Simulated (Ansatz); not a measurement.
## HfO2 monolayer (1T): modes against biaxial strain in the plane of the sheet

Wanted: the shifts of the zone-centre modes of HfO2 monolayer (1T) with strain.

Calculated with Ansatz 0.2.0; DFT PBE, scalar-relativistic, plane waves, PAW; PAW set soft_1.

## (1) The starting structure

The cell holds 3 atoms: 1 Hf and 2 O. Cell: a = 3.240 Å, b = 3.240 Å, c = 28.308 Å, α = 90.0°, β = 90.0°, γ = 120.0°. Vacuum lies along c. The height across the vacuum is the one that the program set for its solve, not the one typed.

## (2) A rough relaxation first

The start is far from rest, so a relaxation with loose tolerances brings it close first. The program lengthens the typed cell of 20.0 Å along the normal to 28.3 Å, as its cut-off of the electrostatics needs, and moves no atom.

input.yaml

```yaml
crystal:
  lattice:
    - [3.24, 0.0, 0.0]
    - [-1.62, 2.80592, 0.0]
    - [0.0, 0.0, 20.0]
  atoms:
    - { symbol: Hf, position: [0.0, 0.0, 0.5] }
    - { symbol: O, position: [0.333333, 0.666667, 0.55635] }
    - { symbol: O, position: [0.666667, 0.333333, 0.44365] }
  periodic: [true, true, false]
kpoints:
  mp_grid: { grid: [9, 9, 1] }
hamiltonian:
  xc: pbe
  pseudopotentials: { kind: paw, azcp: { folder: soft_1 } }
scf:
  occupations: { method: gaussian, width: 0.1 }
output:
  forces: true
  stress: true
  eigenvalues: true
relax:
  adjacent_minimum: "off"
  f_tol: 0.05
  max_steps: 80
  cell: { stress_2d_tol: 0.02 }
```

Command:

```sh
$ ansatz run input.yaml --threads 4 --pin off --max-ram 16384MiB --backend cpu --events-out ev --progress --plain --runs-dir out
```

Numbers of over 12 decimals in the logs are rounded to 6 here.

What it wrote:

```text
[...]
F+E_penalty+E_count = -16861.84206838 eV   max|allowed force component| = 1.118e-4 eV/Å   (the final SCF, on the basis selected at the relaxed cell)
  cell:  # Å, volume = 259.3243 Å³
    - [3.252383, 0.0, 0]
    - [-1.626192, 2.816647, 0]
    - [0, 0, 28.308]
  atoms:
    - { symbol: Hf, position: [0, 0, 0.353257] }
    - { symbol: O, position: [0.333333, 0.666667, 0.387525] }
    - { symbol: O, position: [0.666667, 0.333333, 0.318990] }
[key lines of the parts left out:]
SCF converged after 7 iterations
Free energy (F): -16861.842068 eV
Fermi energy:    -5.418576 eV
P = ½ c Tr σ = 0.0007 N/m
```

The job ended after 14 s (4 threads of Arm Neoverse V1, shared host; peak memory 0.57 GiB; 51 s of CPU time).

The steps of the relaxation:

```tsv
step	energy less that of the first step (eV)	largest force component (eV/Å)	volume (Å³)
1	0.0000	2.3773	257.35
2	-0.3512	0.5763	260.75
3	-0.3716	0.0400	259.91
4	-0.3721	0.0022	259.32
5	-0.3721	0.0001	259.27
6*	-0.3730	0.0002	259.27
7	-0.3730	0.0001	259.32
8*	-0.3730	0.0001	259.32
```

Relaxation steps marked * repeat the geometry before them on a plane-wave basis chosen anew for their cell, so energy and pressure can jump there.

Forces are held to the 12 operations that the run works with; a distortion that breaks them can't arise in this run.

```tsv
cell as run	before	after	change
a (Å)	3.240	3.252	+0.4 %
b (Å)	3.240	3.252	+0.4 %
```

The atoms that moved most (Å, along periodic axes as changes of fractional coordinates times the final cell, across vacuum about the mean position):

```tsv
atom	dx	dy	dz	length
O3	0.000	0.000	0.157	0.157
O2	0.000	0.000	-0.157	0.157
```

The relaxed structure:

```
Hf O
1.0
     3.25238    0.00000    0.00000
    -1.62619    2.81665    0.00000
     0.00000    0.00000   28.30800
Hf O
1 2
Direct
  0.00000 0.00000 0.35326
  0.33333 0.66667 0.38752
  0.66667 0.33333 0.31899
```

This step gave:

```
gap on the k-mesh : 4.871 eV
area per atom     : 3.054 Å²
```

The relaxation ends with a largest force component of 1.1e-4 eV/Å.

## (3) Relaxation

The cell and atoms are relaxed, since residual forces and stress would shift the frequencies.

input.yaml

```yaml
crystal:
  lattice:
    - [3.2523832784, 0.0, 0.0]
    - [-1.6261916392, 2.816646542, 0.0]
    - [0.0, 0.0, 28.308]
  atoms:
    - { symbol: Hf, position: [0.0, 0.0, 0.3532570298] }
    - { symbol: O, position: [0.3333333333, 0.6666666667, 0.3875245385] }
    - { symbol: O, position: [0.6666666667, 0.3333333333, 0.3189895211] }
  periodic: [true, true, false]
kpoints:
  mp_grid: { grid: [9, 9, 1] }
hamiltonian:
  xc: pbe
  pseudopotentials: { kind: paw, azcp: { folder: soft_1 } }
scf:
  occupations: { method: gaussian, width: 0.02 }
output:
  forces: true
  stress: true
  eigenvalues: true
  write_density: true
  write_potential: true
  elf: true
  volumetric_format: npy
relax:
  adjacent_minimum: "off"
  f_tol: 0.005
  max_steps: 80
  cell: { stress_2d_tol: 0.02 }
```

What it wrote:

```text
[...]
Crystal: 3 atoms, lattice volume = 259.324 Å³
Basis set: ecut = 420 eV, 5159 PW (Γ), exchange–correlation on 48×48×384 points (8 copies of the dense FFT grid, shifted against one another)
Bands: 23, of which v1, the nominal top of the filled ones, is band 19 counted from 1 (18 counted from 0)
Symmetry: 12 space group operations
[...]
k-points: 12 of 81
[...]
SCF iter   1: F=—  HF=-16865.932362 eV  |F-HF|=—  |Δ(HF+E_count)|=         —  Δρ=7.32e-2  dr2=1.49e1  ethr=3.10e-3  ⟨swp⟩=11.2  Hψ=1857  notcnv=0
[...]
SCF iter  10: F=-16861.842068 eV  HF=-16861.842068 eV  |F-HF|=1.10e-8  |Δ(HF+E_count)|=   2.22e-7  Δρ=2.02e-6  dr2=1.39e-8  ethr=2.63e-10  ⟨swp⟩=16.4  Hψ=3774  notcnv=0
SCF 1 converged in 10 iterations: F = -16861.842068 eV  dr2 = 1.39e-8
[...]
relax step   1: F+E_penalty+E_count = -16861.84206837 eV  Δ(F+E_penalty+E_count) = +0.000e0 eV  max|allowed force component| = 9.617e-5 eV/Å  Δτ_max = 0.0000 Å  P = +0.000 N/m  Ω = 259.324 Å³  fix = [c, alpha, beta]  reactions: c +0.000 N/m  (10 SCF iters, dr2 threshold 1.00e-7 eV, accepted)
[...]
SCF iter   6: F=-16861.842068 eV  HF=-16861.842068 eV  |F-HF|=9.46e-11  |Δ(HF+E_count)|=  3.27e-11  Δρ=2.67e-8  dr2=1.35e-12  ethr=1.00e-12  ⟨swp⟩=11.5  Hψ=2355  notcnv=0
SCF 2 converged in 6 iterations: F = -16861.842068 eV  dr2 = 1.35e-12
relax step   2: F+E_penalty+E_count = -16861.84206838 eV  Δ(F+E_penalty+E_count) = -7.174e-9 eV  max|allowed force component| = 1.137e-4 eV/Å  Δτ_max = 0.0000 Å  P = +0.001 N/m  Ω = 259.324 Å³  fix = [c, alpha, beta]  reactions: c +0.000 N/m  stress off target by 6.98e-4 N/m on what of the cell is left free  SCF on the basis re-selected at this cell (its energy is not comparable with the rows above)  (6 SCF iters)
[...]
SCF converged after 6 iterations
Free energy (F): -16861.842068 eV
[...]
Internal energy: -16861.842068 eV  (E = F + TS)
E sigma→0 (E₀):  -16861.842068 eV
Fermi energy:    -5.419262 eV
[...]
--- Forces (eV/Å), atoms counted from 1 ---
  atom   1  Hf    -0.00000000     0.00000000     0.00000000
  atom   2  O     -0.00000000    -0.00000000    -0.00011368
  atom   3  O      0.00000000     0.00000000     0.00011368
  max |Σ_I F_I| component: 2.31e-18 eV/Å
--- 2D stress c σ (N/m, compression-positive) ---
        0.000698       0.000000       0.000000
        0.000000       0.000698       0.000000
        0.000000       0.000000       0.000000
  P = ½ c Tr σ = 0.0007 N/m
--- Band table (eV; the first three rows and the last of 12) ---
  k-point 0: bands = [... 15 lower, -11.0435, -8.4263, -8.0522, -8.0522, -2.7116, -2.7116, -2.3712, -0.5496]
  k-point 1: bands = [... 15 lower, -10.9052, -8.5701, -8.2332, -8.2251, -2.7354, -2.4301, -2.0134, -0.4354]
  k-point 2: bands = [... 15 lower, -10.6340, -9.3589, -8.5706, -7.9543, -2.8193, -1.7906, -1.5547, -0.1941]
  k-point 11: bands = [... 15 lower, -10.6839, -8.9210, -8.9210, -8.4979, -2.7940, -1.4562, -1.4562, 2.1198]
--- Relaxed structure (1 steps of the walk, 1 accepted, 1 SCFs on fresh bases) ---
[...]
cell:  # Å, volume = 259.3243 Å³
    - [3.252383, 0.0, 0.0]
    - [-1.626192, 2.816647, 0.0]
    - [0.0, 0.0, 28.308]
  atoms:
    - { symbol: Hf, position: [0.0, 0.0, 0.353257] }
    - { symbol: O, position: [0.333333, 0.666667, 0.387525] }
    - { symbol: O, position: [0.666667, 0.333333, 0.318990] }
```

Run time: 4.3 s. Hardware: 4 threads; peak memory 0.58 GiB.

Little changed from the start: no atom moved by 0.005 Å and no cell edge by 0.1 %.

ELF in the ac plane at fractional y = 0.000, with atoms of Hf within 0.2 Å of it. It is the smooth field of the valence electrons, not physical close to the nuclei.

Ten even steps from '_' (0.00) to '@' (0.84), each cell a mean:
```
__________________________________
__________________________________
__________________________________
__________________________________
__________________________________
__________________________________
__________________________________
__________________________________
__________________________________
__________________________________
__________________________________
__________________________________
__________________________________
__________....::::::::....________
----::::..::==**####**==--..::::--
@@@@@@%%++::..::----::..::++%%@@@@
::::......--++**####**++--......::
____________............__________
__________________________________
__________________________________
__________________________________
__________________________________
__________________________________
__________________________________
```
Columns run along a (3.3 Å), rows up along c (28.3 Å). Atoms in or near the plane, at fractional coordinates: Hf at (0.00, 0.35).

Electrostatic potential energy in the ac plane at fractional y = 0.000, with atoms of Hf within 0.2 Å of it. With pseudopotentials it is smooth inside the atoms' cores, unlike the true potential.

Values in eV, 24 rows by 14 columns, each cell a mean:
```
  0   0   0   0   0   0   0   0   0   0   0   0   0   0
  0   0   0   0   0   0   0   0   0   0   0   0   0   0
  0   0   0   0   0   0   0   0   0   0   0   0   0   0
  0   0   0   0   0   0   0   0   0   0   0   0   0   0
  0   0   0   0   0   0   0   0   0   0   0   0   0   0
  0   0   0   0   0   0   0   0   0   0   0   0   0   0
  0   0   0   0   0   0   0   0   0   0   0   0   0   0
  0   0   0   0   0   0   0   0   0   0   0   0   0   0
  0   0   0   0   0   0   0   0   0   0   0   0   0   0
  0   0   0   0   0   0   0   0   0   0   0   0   0   0
  0   0   0   0   0   0   0   0   0   0   0   0   0   0
  0   0   0   0   0   0   0   0   0   0   0   0   0   0
  0   0   0   0   0   0   0   0   0   0   0   0   0   0
 -1  -1  -1  -1  -1   0   0   0   0   0  -1  -1  -1  -1
-16 -15 -14 -11  -7  -5  -4  -4  -4  -5  -8 -11 -14 -15
-23 -23 -23 -23 -20 -11  -7  -6  -8 -13 -21 -23 -23 -23
-13 -12 -11  -8  -6  -4  -3  -3  -3  -4  -6  -9 -11 -13
 -1  -1  -1  -1   0   0   0   0   0   0   0  -1  -1  -1
  0   0   0   0   0   0   0   0   0   0   0   0   0   0
  0   0   0   0   0   0   0   0   0   0   0   0   0   0
  0   0   0   0   0   0   0   0   0   0   0   0   0   0
  0   0   0   0   0   0   0   0   0   0   0   0   0   0
  0   0   0   0   0   0   0   0   0   0   0   0   0   0
  0   0   0   0   0   0   0   0   0   0   0   0   0   0
```
Columns run along a (3.3 Å; values clipped at the 3rd and 97th percentile), rows up along c (28.3 Å). Atoms in or near the plane, at fractional coordinates: Hf at (0.00, 0.35).

Valence density in the ac plane at fractional y = 0.000, with atoms of Hf within 0.2 Å of it. It is the smooth field of the valence electrons, not physical close to the nuclei.

Ten steps, logarithmic in the rise over the least value, from '_' (0 e/Å³) to '@' (33 e/Å³), each cell a mean:
```
__________________________________
__________________________________
__________________________________
__________________________________
__________________________________
__________________________________
__________________________________
__________________________________
__________________________________
__________________________________
__________________________________
__________________________________
__________________________________
__________________________________
----::........................::--
@@@@##++--::............::--++##@@
::::....____............____....::
__________________________________
__________________________________
__________________________________
__________________________________
__________________________________
__________________________________
__________________________________
```
Columns run along a (3.3 Å), rows up along c (28.3 Å). Atoms in or near the plane, at fractional coordinates: Hf at (0.00, 0.35).

## (4) Tight relaxation

Phonons need small forces and stress, so the relaxation is finished with tight tolerances on 9×9×1 k points.

input.yaml, the sections that differ from step 3:

```yaml
scf:
  occupations: { method: fixed }
output:
  forces: true
  stress: true
  eigenvalues: true
relax:
  adjacent_minimum: "off"
  f_tol: 0.001
  max_steps: 60
  cell: { stress_2d_tol: 0.002 }
# crystal, kpoints, hamiltonian: as in step 3
```

What it wrote:

```text
[...]
Crystal: 3 atoms, lattice volume = 259.324 Å³
Basis set: ecut = 420 eV, 5159 PW (Γ), exchange–correlation on 48×48×384 points (8 copies of the dense FFT grid, shifted against one another)
Bands: 23, of which v1, the nominal top of the filled ones, is band 19 counted from 1 (18 counted from 0)
Symmetry: 12 space group operations
[...]
k-points: 12 of 81
[...]
--- Relaxed structure (1 steps of the walk, 1 accepted, 1 SCFs on fresh bases) ---
[...]
cell:  # Å, volume = 259.3243 Å³
    - [3.252383, 0.0, 0.0]
    - [-1.626192, 2.816647, 0.0]
    - [0.0, 0.0, 28.308]
  atoms:
    - { symbol: Hf, position: [0.0, 0.0, 0.353257] }
    - { symbol: O, position: [0.333333, 0.666667, 0.387525] }
    - { symbol: O, position: [0.666667, 0.333333, 0.318990] }
[key lines of the parts left out:]
SCF converged after 9 iterations
Free energy (F): -16861.842068 eV
Fermi energy:    -7.854872 eV
P = ½ c Tr σ = 0.0007 N/m
```

It took 4.5 s on 4 threads; peak memory 0.58 GiB.

Little changed from the start: no atom moved by 0.005 Å and no cell edge by 0.1 %.

The largest force component left is 0.11 meV/Å, within the tolerances set.

## (5) Modes at rest

Phonons follow from the second derivative of the energy, found here by linear response.

The modes at rest are the reference of the series.

input.yaml, as its differences from that of step 4:

```diff
@@ -18,9 +18,4 @@
 output:
-  forces: true
-  stress: true
   eigenvalues: true
-relax:
-  adjacent_minimum: "off"
-  f_tol: 0.001
-  max_steps: 60
-  cell: { stress_2d_tol: 0.002 }
+phonons:
+  method: dfpt
```

What it wrote:

```text
Warning: crystal.symmetry: narrowed to the stabiliser of the run's FFT grids — unitary ops 12 → 6. A phonons.method: dfpt run fills in the rows of the dynamical matrix that it does not solve by its symmetry operations, which is exact only for operations that map its FFT grids onto themselves: filled in by any other, the frequencies could depend on the order in which like atoms are typed, or, by more than the grids' own error, on where the crystal sits among the grids' points. Excluded: 6 operations. The run can therefore solve more perturbations, solve them on more k-points, or both, and cost more. [rest of the remark cut]
[...]
Crystal: 3 atoms, lattice volume = 259.324 Å³
Basis set: ecut = 420 eV, 5159 PW (Γ), exchange–correlation on 48×48×384 points (8 copies of the dense FFT grid, shifted against one another)
Bands: 23, of which v1, the nominal top of the filled ones, is band 19 counted from 1 (18 counted from 0)
Symmetry: 12 space group operations
k-points: 25 of 81 (irreducible under 2 space group operations, time reversal used)
[...]
SCF iter   1: F=—  HF=-16865.931673 eV  |F-HF|=—  |Δ(HF+E_count)|=         —  Δρ=7.33e-2  dr2=1.49e1  ethr=3.10e-3  ⟨swp⟩=6.4  Hψ=2939  notcnv=0  defer=43
[...]
SCF iter  12: F=-16861.842068 eV  HF=-16861.842068 eV  |F-HF|=2.55e-11  |Δ(HF+E_count)|=  5.82e-11  Δρ=6.02e-8  dr2=4.98e-12  ethr=1.00e-12  ⟨swp⟩=21.0  Hψ=6515  notcnv=0
SCF 1 converged in 12 iterations: F = -16861.842068 eV  dr2 = 4.98e-12
[...]
DFPT response loops at Γ: preconditioner auto → none (the input reference at scf.mixing.eps_inf says where Resta's filter doesn't serve); β = 0.50; Broyden in place of MSR1
SCF converged after 12 iterations
Free energy (F): -16861.842068 eV
[...]
Internal energy: -16861.842068 eV  (E = F + TS)
E sigma→0 (E₀):  -16861.842068 eV
Fermi energy:    -7.854871 eV
[...]
--- Band table (eV; the first three rows and the last of 25) ---
  k-point 0: bands = [... 15 lower, -11.0435, -8.4263, -8.0522, -8.0522, -2.7116, -2.7116, -2.3712, -0.5496]
  k-point 1: bands = [... 15 lower, -10.9052, -8.5701, -8.2331, -8.2251, -2.7354, -2.4301, -2.0134, -0.4354]
  k-point 2: bands = [... 15 lower, -10.6340, -9.3589, -8.5706, -7.9543, -2.8193, -1.7906, -1.5547, -0.1941]
  k-point 24: bands = [... 15 lower, -10.2813, -9.2489, -9.1217, -7.9803, -2.4097, -2.0081, -1.1714, 1.1694]
--- Phonons (Γ-DFPT): 6 representative perturbations + reference, on 25 of 81 k-points (Σ response iterations 27) ---
  ASR residual: 7.713e-5 → 0.000e0 eV/Å²; symmetrization residual: 5.336e-6 eV/Å²
  The last average, over the group as it would stand without the narrowing to the FFT grids, took up to 1.527e-5 eV/Å² of the zone centre's force constants
  ASR residual per site (eV/Å²): 2.34e-5 5.45e-5 7.71e-5
  Γ frequencies (cm⁻¹): 0.00 0.00 0.00 257.22 257.22 505.07 505.07 522.27 537.73
  non-analytic LO–TO correction: not included (Born effective charges unavailable; polar crystals: no LO–TO splitting at Γ)
```

Run time: 35 s. Hardware: 4 threads; peak memory 0.95 GiB.

In the SCF lines HF is the Harris–Foulkes energy and dr2 the Hartree energy of the density residual, in eV; the loop may stop once dr2 is under the threshold and the program's other checks hold. Hψ counts applications of the Hamiltonian.

This step gave:

| Quantity | Value |
| --- | --- |
| sum-rule residual before enforcement | 7.71e-5 eV/Å² |
| point group | -3m |
| highest optical mode at the zone centre (no LO-TO term) | 537.7 cm⁻¹ |
| lowest optical zone-centre mode | 257.2 cm⁻¹ |

Without the LO-TO term. Patterns of degenerate modes are one choice out of their space. The modes at Γ (shares of kinetic energy by element, %):

```tsv
mode	frequency (cm⁻¹)	symmetry	Hf %	O %
1	0.0	acoustic	85	15
2	0.0	acoustic	85	15
3	0.0	acoustic	85	15
4	257.2	Eu	15	85
5	257.2	Eu	15	85
6	505.1	Eg	0	100
7	505.1	Eg	0	100
8	522.3	A2u	15	85
9	537.7	A1g	0	100
```

Displacements in mode 5 (257.2 cm⁻¹), the largest set to 1:
```
Hf1  0.00 -0.18  0.00
O2   0.00  1.00  0.00
O3   0.00  1.00  0.00
```

Displacements in mode 6 (505.1 cm⁻¹), the largest set to 1:
```
Hf1  0.00  0.00  0.00
O2   0.00  1.00  0.00
O3   0.00 -1.00  0.00
```

Before it was imposed, the acoustic sum rule was missed by 7.7e-5 eV/Å². Small misses are needed for a sound result but don't prove that mesh and cutoff are converged. The lowest optical mode is real, 257 cm⁻¹.

## (6) Relaxation of a member: biaxial strain of +5 % in the plane of the sheet

The cell takes a biaxial strain of +5 % in the plane of the sheet. The cell is held, and the atoms relax in it.

input.yaml, the sections that differ from step 5:

```yaml
crystal:
  lattice:
    - [3.4150024423, 0.0, 0.0]
    - [-1.7075012212, 2.9574788691, 0.0]
    - [0.0, 0.0, 28.308]
  atoms:
    - { symbol: Hf, position: [0.0, 0.0, 0.3532570298] }
    - { symbol: O, position: [0.3333333333, 0.6666666667, 0.3854036341] }
    - { symbol: O, position: [0.6666666667, 0.3333333333, 0.3211104255] }
  periodic: [true, true, false]
output:
  forces: true
  stress: true
  eigenvalues: true
relax:
  adjacent_minimum: "off"
  f_tol: 0.001
  max_steps: 60
# kpoints, hamiltonian, scf: as in step 5
# phonons: removed
```

What it wrote:

```text
[...]
--- Relaxed structure (4 steps of the walk, 4 accepted, 0 SCFs on fresh bases) ---
  F+E_penalty+E_count = -16861.58373524 eV   max|allowed force component| = 6.856e-4 eV/Å
  cell:  # Å, volume = 285.9051 Å³
    - [3.415002, 2.8867581543739465e-11, 0.0]
    - [-1.707501, 2.957479, 0.0]
    - [0.0, 0.0, 28.308]
  atoms:
    - { symbol: Hf, position: [0, 0, 0.3532570298] }
    - { symbol: O, position: [0.333333, 0.666667, 0.384879] }
    - { symbol: O, position: [0.666667, 0.333333, 0.321635] }
[key lines of the parts left out:]
SCF converged after 5 iterations
Free energy (F): -16861.583735 eV
Fermi energy:    -7.364791 eV
P = ½ c Tr σ = -8.2075 N/m
```

It took 6.2 s on 4 threads; peak memory 0.57 GiB; 23 s of CPU time.

The steps of the relaxation:

```tsv
step	energy less that of the first step (eV)	largest force component (eV/Å)
1	0.0000	0.2083
2	-0.0019	0.1290
3	-0.0031	0.0007
4	-0.0031	0.0007
```

The run keeps the 12 symmetry operations that it works with, so distortions that break them were not tested.

The atoms that moved most (Å):

```tsv
atom	dx	dy	dz	length
O3	0.000	0.000	0.015	0.015
O2	0.000	0.000	-0.015	0.015
```

The relaxed structure:

```xyz
3
Lattice="3.4150 0.0000 0.0000 -1.7075 2.9575 0.0000 0.0000 0.0000 28.3080" Properties=species:S:1:pos:R:3
Hf    0.0000    0.0000   10.0000
O     0.0000    1.9717   10.8951
O     1.7075    0.9858    9.1049
```

Numbers from this step:

* gap on the k-mesh: 4.333 eV
* area per atom: 3.367 Å²

The largest force component left is 0.69 meV/Å.

[end of part 1 of 2]

[Logs are printed without paths, hosts, clocks, repeated set-up lines and the standing remarks that a program may print on its own settings, such as how far it seeks lower states.]

[Hosts, paths, dates, database ids (printed as entryN), source tags and the programs' standing remarks are cut or masked in the printed files.]
